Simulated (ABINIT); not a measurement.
# KI (Fm-3m): G0W0 with and without spin-orbit coupling, part 2 of 2

Is the spin-orbit change of the gap of KI (Fm-3m) the same in DFT and in GW?

ABINIT 10.8.3; PBE and many-body steps on it, plane waves. Known limits of the many-body steps: not at the basis limit; screening head approximate; no spin-orbit coupling in some runs.

So far. Step 4 (Scalar-relativistic): The gap on the mesh goes from 3.96 eV to 6.03 eV, a correction of +2.07 eV. Step 5 (Empty states on the mesh, 4×4×4 mesh, 286 bands): On this mesh the gap is 3.641 eV.

## (6) Screening, 4×4×4 mesh, 260 bands, screening to 119.7 eV

This step: RPA screening on PBE with spin-orbit coupling, plane waves, norm-conserving pseudopotentials.

Input file run.abi:

```
acell 3*1.0 Angstrom
rprim 
  0.000000000000 3.532775000000 3.532775000000
  3.532775000000 0.000000000000 3.532775000000
  3.532775000000 3.532775000000 -0.000000000000
ntypat 2
znucl 19 53
natom 2
typat 1 2
xred 
  0.000000000000 0.000000000000 0.000000000000
  0.500000000000 0.500000000000 0.500000000000
pp_dirpath "pseudos"
pseudos "K.upf, I.upf"
ecut 33
nspinor 2
ngkpt 4 4 4
nshiftk 1
shiftk 0 0 0
kptopt 1
chksymbreak 0
istwfk *1
occopt 1
irdwfk 1
optdriver 3
nband 260
ecuteps 4.4
inclvkb 0
awtr 1
symchi 1
indata_prefix "in"
outdata_prefix "out"
tmpdata_prefix "tmp"
```

Launch:

```bash
OMP_NUM_THREADS=1 mpirun -n 4 abinit run.abi > log
```

Numbers of over 12 decimals in the logs are rounded to 6 here.

Log:

```text
.Version 10.8.3 of ABINIT. v10.8.2 released Aug 2026.

 Symmetries : space group Fm -3 m (#225); Bravais cF (face-center cubic)
[... echo of the input left out ...]
== DATASET  1 ==================================================================
-   mpi_nproc: 4, omp_nthreads: 1 (-1 if OMP is not activated)

--- !DatasetInfo
iteration_state: {dtset: 1, }
dimensions: {natom: 2, nkpt: 8, mband: 260, nsppol: 1, nspinor: 2, nspden: 1, mpw: 5434, }
cutoff_energies: {ecut:  33.0, pawecutdg:  -1.0, }
electrons: {nelect:   1.60000000E+01, charge:   0.00000000E+00, occopt:   1.00000000E+00, tsmear:   1.00000000E-02, }

 SCREENING: Calculation of the susceptibility and dielectric matrices

 Based on a program developped by R.W. Godby, V. Olevano, G. Onida, and L. Reining.
 Incorporated in ABINIT by V. Olevano, G.-M. Rignanese, and M. Torrent.
.Using double precision arithmetic ; gwpc =  8

[... cell and pseudopotentials left out ...]
--------------------------------------------------------------------------------

 ==== K-mesh for the wavefunctions ====
 Number of points in the irreducible wedge :     8
[... list of points left out ...]
 Together with 48 symmetry operations and time-reversal symmetry
 yields    64 points in the full Brillouin Zone.

 ==== Q-mesh for the screening function ====
 Number of points in the irreducible wedge :     8
[... list of points left out ...]
 Together with 48 symmetry operations and time-reversal symmetry
 yields    64 points in the full Brillouin Zone.

 setmesh: FFT mesh size selected  =    36x   36x   36
          total number of points  =        46656

 vcoul_init : cutoff-mode = AUXILIARY_FUNCTION
 q-points for optical limit:   1
     1)      0.000010    0.000020    0.000030

- screening: taking advantage of time-reversal symmetry
- Maximum band index for partially occupied states nbvw = 16
- Remaining bands to be divided among processors   nbcw = 244
- Number of bands treated by each node ~61

 Number of electrons calculated from density =   16.0000; Expected =   16.0000
 average of density, n =  0.026887
 r_s =    2.0707
 omega_plasma =   15.8172 [eV]

 calculating chi0 at frequencies [eV] :
  1    0.000000E+00    0.000000E+00
  2    0.000000E+00    1.581715E+01

--------------------------------------------------------------------------------
  q-point number  1        q = ( 0.000000, 0.000000, 0.000000) [r.l.u.]
--------------------------------------------------------------------------------
[... chi0 elements left out ...]
 For q-point:  0.000010 0.000020 0.000030
  dielectric constant =   2.5083
  dielectric constant without local fields =   3.0555

  Average fulfillment of the sum rule on Im[epsilon] for q-point    1 :     80.87  [%]
[... wings left out ...]
  q-point number  2        q = ( 0.250000, 0.000000, 0.000000) [r.l.u.]
--------------------------------------------------------------------------------
[... chi0 elements left out ...]
  Average fulfillment of the sum rule on Im[epsilon] for q-point    2 :     89.19  [%]

 [... 6 further q-points ...]
```

Elapsed: 6.7 min, on 4 MPI ranks of Arm Neoverse V1, shared host; peak memory 4.3 GiB.

Numbers from this step:

| Item | Value |
| --- | --- |
| ε∞ with local fields, on this mesh, along the program's q direction | 2.508 |
| the same without local fields | 3.055 |
| plasma frequency | 15.82 eV |
| plane waves in the screening matrix | 259 |

## (7) With spin-orbit coupling

This step: G0W0 on PBE with spin-orbit coupling, plane waves, norm-conserving pseudopotentials.

Edit run.abi of step 6 so:

```diff
@@ -24,8 +24,15 @@
 irdwfk 1
-optdriver 3
+optdriver 4
 nband 260
+gwcalctyp 0
+ecutsigx 33
+symsigma 0
+nkptgw 1
+kptgw 
+  0.0000000000 0.0000000000 0.0000000000
+bdgw 
+  13 22
 ecuteps 4.4
-inclvkb 0
-awtr 1
-symchi 1
+irdscr 1
+ppmodel 1
 indata_prefix "in"
```

Log:

```text
.Version 10.8.3 of ABINIT. v10.8.2 released Aug 2026.

 Symmetries : space group Fm -3 m (#225); Bravais cF (face-center cubic)
[... echo of the input left out ...]
== DATASET  1 ==================================================================
-   mpi_nproc: 4, omp_nthreads: 1 (-1 if OMP is not activated)

--- !DatasetInfo
iteration_state: {dtset: 1, }
dimensions: {natom: 2, nkpt: 8, mband: 260, nsppol: 1, nspinor: 2, nspden: 1, mpw: 5434, }
cutoff_energies: {ecut:  33.0, pawecutdg:  -1.0, }
electrons: {nelect:   1.60000000E+01, charge:   0.00000000E+00, occopt:   1.00000000E+00, tsmear:   1.00000000E-02, }

 SIGMA: Calculation of the GW corrections

 Based on a program developped by R.W. Godby, V. Olevano, G. Onida, and L. Reining.
 Incorporated in ABINIT by V. Olevano, G.-M. Rignanese, and M. Torrent.
.Using double precision arithmetic ; gwpc =  8

[... cell and pseudopotentials left out ...]
--------------------------------------------------------------------------------

 ==== K-mesh for the wavefunctions ====
 Number of points in the irreducible wedge :     8
[... list of points left out ...]
 Together with 48 symmetry operations and time-reversal symmetry
 yields    64 points in the full Brillouin Zone.

 ==== Q-mesh for screening function ====
 Number of points in the irreducible wedge :     8
[... list of points left out ...]
 Together with 48 symmetry operations and time-reversal symmetry
 yields    64 points in the full Brillouin Zone.

 vcoul_init : cutoff-mode = AUXILIARY_FUNCTION
 q-points for optical limit:   1
     1)      0.000010    0.000020    0.000030
 setmesh: FFT mesh size selected  =    50x   50x   50
          total number of points  =       125000

 Number of electrons calculated from density =   16.0000; Expected =   16.0000
[...]
number of symmetry operations                      48
 number of k-points in BZ                           64
 number of q-points in BZ                           64
 number of frequencies for dSigma/dE                 9
 frequency step for dSigma/dE [eV]                0.25
 number of omega for Sigma on real axis              0
 max omega for Sigma on real axis  [eV]           0.00
 zcut for avoiding poles [eV]                     0.10

 EPSILON^-1 parameters (SCR file):
 dimension of the eps^-1 matrix on file            259
 dimension of the eps^-1 matrix used               259
 number of plane-waves for wavefunctions          5329
 number of bands                                   260
 number of q-points in IBZ                           8
 number of frequencies                               2
 number of real frequencies                          1
 number of imag frequencies                          1

 matrix elements of self-energy operator (all in [eV])

 Perturbative Calculation

--- !SelfEnergy_ee
iteration_state: {dtset: 1, }
kpoint     : [   0.000,    0.000,    0.000, ]
spin       : 1
KS_gap     :    3.641
QP_gap     :    5.703
Delta_QP_KS:    2.062
data: !SigmaeeData |
     Band     E0 <VxcDFT>   SigX SigC(E0)      Z dSigC/dE  Sig(E)    E-E0       E
       13   0.443 -11.091 -14.067   1.155   0.813  -0.230 -12.571  -1.481  -1.038
       14   0.443 -11.091 -14.064   1.153   0.813  -0.230 -12.570  -1.480  -1.037
       15   0.443 -11.091 -14.069   1.156   0.813  -0.230 -12.572  -1.482  -1.039
[...]
21   6.618  -7.768  -3.469  -2.947   0.845  -0.184  -6.626   1.142   7.760
       22   6.618  -7.768  -3.468  -2.948   0.845  -0.184  -6.625   1.143   7.761

== END DATASET(S) ==============================================================
================================================================================

 -outvars: echo values of variables after computation  --------
           etotal      0.0000000000E+00
            nband         260
             nkpt           8
          spgroup         225
 [... the other variables as echoed above ...]

 Calculation completed.
```

The job ended after 5.7 min (4 MPI ranks; peak memory 3.9 GiB; 23 min of CPU time).

Numbers from this step:

* G0W0 gap on the points computed: 5.703 eV
* starting gap on the mesh: 3.641 eV
* k of the valence top: 0, 0, 0
* k of the conduction bottom: 0, 0, 0
* Z at the valence top: 0.813
* Z at the conduction bottom: 0.852
* least direct G0W0 gap on the computed points: 5.703 eV

Against G0W0 in ABINIT (4×4×4 mesh, 130 bands, screening to 119.7 eV, Godby-Needs plasmon pole), the gap moves by −0.326 eV.

## (8) The runs together

Times are wall times on 4 MPI ranks of Arm Neoverse V1, shared host, good to a factor of about two. A run's time includes the screening step that it read.

```
                     run   mesh  bands  screening cutoff (eV)  DFT gap (eV)  gap on the mesh (eV)  direct (eV)  ε∞ used    time
     scalar-relativistic  4×4×4    130                  119.7         3.962                 6.029        6.029     2.49    55 s
with spin-orbit coupling  4×4×4    260                  119.7         3.641                 5.703        5.703     2.51  12 min
```

## (9) Results

| Property | Result |
| --- | --- |
| scalar-relativistic | 6.029 eV |
| with spin-orbit coupling | 5.703 eV |
| known limits | not at the basis limit; screening head approximate; no spin-orbit coupling in some runs |

With spin-orbit coupling: −0.326 eV against scalar-relativistic, −0.321 eV of it in the start. Bands and cutoff are finite, so the gap is not at the basis limit. The miss can reach some tenths of an eV and take either sign; the mesh is an error of its own. In the G0W0 runs levels were corrected at 1 k point alone, so a gap called «on the mesh» is the least over those, and an edge elsewhere would be missed. The long-wavelength limit of the screening leaves out the non-local commutator, which shifts ε∞.

[Paths, hosts, dates, memory and timing lines, banners, echoed tables and standing remarks are left out of the program output.]

[Logs are printed without paths, hosts, clocks, repeated set-up lines and the standing remarks that a program may print on its own settings, such as how far it seeks lower states.]

[Runs of the session that timed out or met a known fault of the program may be left out.]

[Hosts, paths, dates, database ids (printed as entryN), source tags and the programs' standing remarks are cut or masked in the printed files.]

[G0W0 gaps are taken among the corrected bands and points alone; a level outside them can change the order at an edge.]

[Where Ansatz stands beside ABINIT at settings called matched, ABINIT's density can come from a denser mesh and the files from another edition; pairs whose starting gaps differed by over 0.03 eV were left out, so agreement reads better than it is.]
